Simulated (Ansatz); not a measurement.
**Squeezing SnTe (CsCl type)**

```
CELL_PARAMETERS angstrom
3.88862 0.00000 0.00000
0.00000 3.88862 0.00000
0.00000 0.00000 3.88862
ATOMIC_POSITIONS crystal
Sn 0.00000 0.00000 0.00000
Te 0.50000 0.50000 0.50000
```

The cell comes from a relaxation on PAW files under the same functional, begun from a prototype that needn't be the stable phase.

Its volume is scaled at fixed shape and fractional positions.

All numbers are PBE results (scalar-relativistic) from Ansatz 0.2.0, with a Γ-centred 13×13×13 k mesh, Fermi–Dirac smearing of 0.05 eV, no spin polarisation. Methods: LAPW: all electrons, basis error target 1 meV/atom; PAW: frozen-core files, cutoff 420 eV; crystal datasets: all electrons, by PAW datasets that the program makes for each cell; norm-conserving: pseudopotentials, cutoff 1120 eV; PAW (cutoff 250 eV): frozen-core files, cutoff 250 eV.

Energies are extrapolated to zero smearing and count from the unscaled cell; pressure is positive in compression; gaps take the mesh and a band path. No temperature or zero-point motion is included.

Spin–orbit coupling is left out, which matters for the heavy atoms.

| V/V0 | V (Å³/atom) | P LAPW (GPa) | ΔE LAPW (eV/atom) | P PAW − LAPW (GPa) | ΔE PAW − LAPW (meV/atom) |
| --- | --- | --- | --- | --- | --- |
| 1.00 | 29.40 | 0.01 | 0.000 | 0.00 | 0.0 |
| 0.94 | 27.64 | 2.84 | 0.015 | 0.00 | 0.0 |
| 0.88 | 25.87 | 6.93 | 0.066 | 0.00 | 0.0 |
| 0.80 | 23.52 | ? | 0.224 | 0.00 | 0.0 |
| 0.72 | 21.17 | 29.7 | 0.547 | 0.00 | 0.0 |
| 0.64 | 18.82 | 53.8 | 1.145 | 0.02 | 0.2 |
| 0.55 | 16.17 | 104.6 | 2.405 | 0.08 | 1.2 |

Q: Fill in "P LAPW (GPa)" for the row "0.80".

A: 15.46.

Q: Fit the Vinet equation to the LAPW pressures over the whole range, with residuals weighted by 1/(|P| + 0.03·Pmax).

A: V0 = 29.41 Å³/atom, B0 = 38.1 GPa and B0′ = 5.49, and the fit misses no point by more than 0.54 GPa. A fit over so wide a range pins B0 less well than one near rest.

Q: At the smallest volume, how far do crystal datasets and norm-conserving and PAW (cutoff 250 eV) lie from LAPW in pressure?

A: crystal datasets: 0.00 GPa; norm-conserving: +0.21 GPa; PAW (cutoff 250 eV): +0.54 GPa, on a LAPW pressure of 104.6 GPa.

Q: How do the Löwdin populations by LAPW change from the unscaled cell to the last row?

A: Sn 5s 1.90 → 1.60, Sn 5p 1.99 → 2.58, Te 5s 1.87 → 1.69, Te 5p 4.17 → 3.98 electrons an atom. These are projections on the shells that the free atoms fill; 0.08 e a cell lies outside them at the start and 0.20 e at the end.
